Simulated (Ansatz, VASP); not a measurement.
This is a calculation of Cu (Copper) for Ansatz 0.2.0. 

input.yaml

```yaml
crystal:
  lattice:
    - [0.0, 1.8075, 1.8075]
    - [1.8075, 0.0, 1.8075]
    - [1.8075, 1.8075, 0.0]
  atoms:
    - { symbol: Cu, position: [0.0, 0.0, 0.0] }
kpoints:
  mp_grid: { grid: [13, 13, 13] }
scf:
  occupations: { method: gaussian, width: 0.011 }
hamiltonian:
  xc: pbe
  pseudopotentials: { kind: all_electron, lapw: { basis_error: 0.001 } }
output:
  forces: true
  stress: true
  eigenvalues: true
```

Potentials or basis: all-electron LAPW, scalar-relativistic.

The run is started by

```console
$ ansatz run input.yaml --threads 1 --pin off --max-ram 3072MiB --backend cpu --events-out ev --progress --plain --runs-dir out
```

Problem. What does the same run look like in VASP 6.6.1? Potentials or basis there: PBE PAW files Cu, 520 eV.

Solution. As run (cutoffs and basis follow the program's own potentials, and thresholds, step limits or extra output files can differ):

INCAR

```
SYSTEM = Cu
PREC = Accurate ; ENCUT = 520
EDIFF = 1E-6 ; ISMEAR = 0
SIGMA = 0.011 ; LREAL = .FALSE.
LASPH = .TRUE. ; NELM = 60
ALGO = Normal ; ISIF = 2
LWAVE = .FALSE. ; LCHARG = .FALSE.
GGA = PE
```

KPOINTS

```
Automatic mesh
0
G
  13 13 13
  0 0 0
```

POSCAR

```
Cu
1.0
    0.0000000000      1.8075000000      1.8075000000
    1.8075000000      0.0000000000      1.8075000000
    1.8075000000      1.8075000000      0.0000000000
Cu
1
Direct
    0.0000000000      0.0000000000      0.0000000000
```

Potentials or basis: VASP PAW PBE potentials, release 64 (Cu).

The run is started by

```console
$ cat potpaw_PBE.64/Cu/POTCAR > POTCAR
$ mpirun -np 1 vasp_std > vasp.out
```

Both were run:

|  | Ansatz | VASP |
| --- | --- | --- |
| Pressure | 1.7 GPa | 2.2 GPa |

Where Ansatz's input types no cutoff or centring, it takes its own default and a Γ-centred mesh.

Pressure is positive in compression.
